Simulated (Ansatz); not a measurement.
Crystal: Hf.

```
CELL_PARAMETERS angstrom
3.19670 0.00000 0.00000
-1.59835 2.76842 0.00000
0.00000 0.00000 5.05780
ATOMIC_POSITIONS crystal
Hf 0.66667 0.33333 0.75000
Hf 0.33333 0.66667 0.25000
```

Base run:

| Item | Value |
| --- | --- |
| Program | Ansatz 0.2.0 |
| Functional | LDA |
| Potentials or basis | Ansatz PAW |
| Cutoff | 420 eV (not typed: the program's choice for these potentials) |
| k mesh | 10 × 10 × 5 |
| Occupations | fermi-dirac, width 0.05 eV |
| Spin | no spin polarisation |

Its results: band gap on the k mesh none (metal or under the smearing width); pressure -7.8 GPa.

Q: After a change of settings the same cell gave: band gap on the k mesh none (metal or under the smearing width); pressure -0.3 GPa. Which change was it?
A. functional from LDA to r2SCAN; cutoff from 420 eV (not typed: the program's choice for these potentials) to 500 eV (not typed: the program's choice for these potentials)
B. functional from LDA to PBE
C. functional from LDA to revPBE
D. functional from LDA to PBEsol

A: A.

Caveats: spin-orbit coupling is left out, which moves the levels of the heavy elements; the PAW data sets come from PBE, with cores solved anew for the run's functional, which leaves a small shift of forces and pressure.
